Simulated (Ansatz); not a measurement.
# Formation energy of SrO in the NiAs-type structure

Method: PBEsol, scalar-relativistic; no spin polarisation; PAW, 420 eV, 10×10×6 k-mesh, Gaussian smearing of 0.05 eV; code Ansatz; PAW files: Ansatz's generated set soft_2.

The start was a prototype's sites filled with these elements. The Crystallography Open Database lists the compound in space group Fm-3m (rock salt), so this is a trial structure.

It takes space group P6_3/mmc (No. 194, hexagonal). The conventional cell has a = 3.537 Å, b = 3.537 Å, c = 6.213 Å, α = 90.00°, β = 90.00°, γ = 120.00°. Around Sr (site symmetry -3m) lie 6 O at 2.57 Å. Around O (site symmetry -6m2) lie 6 Sr at 2.57 Å. (Neighbours are counted to 15 % beyond the shortest distance.)

The elements were computed in their standard states (gases as isolated molecules) with the same datasets, cutoff and functional. Total energies depend on the potentials used, so only differences within one code and one set of settings carry meaning.

Energy of the relaxed cell (4 atoms, smearing extrapolated to zero): -8111.635 eV. Elements, in eV/atom: Sr -3492.213, O -558.283.

Question: What is the formation energy?

Answer: [-8111.635 − (2 × -3492.213 + 2 × -558.283)] / 4 = -2.66 eV/atom, or -257 kJ per mole of atoms.

The value is for 0 K, without zero-point energy and without any correction for the binding of gas molecules. Uncorrected semilocal values for oxides, chalcogenides and halides often miss by tenths of an eV an atom. A negative value shows stability against the elements alone, not against other compounds or structures.

Formal charges Sr²⁺, O²⁻ balance and leave closed shells on every ion, so a band insulator is expected, and the gap is 3.36 eV.

Kohn–Sham gaps of semilocal functionals lie under measured ones, often by a third or more.
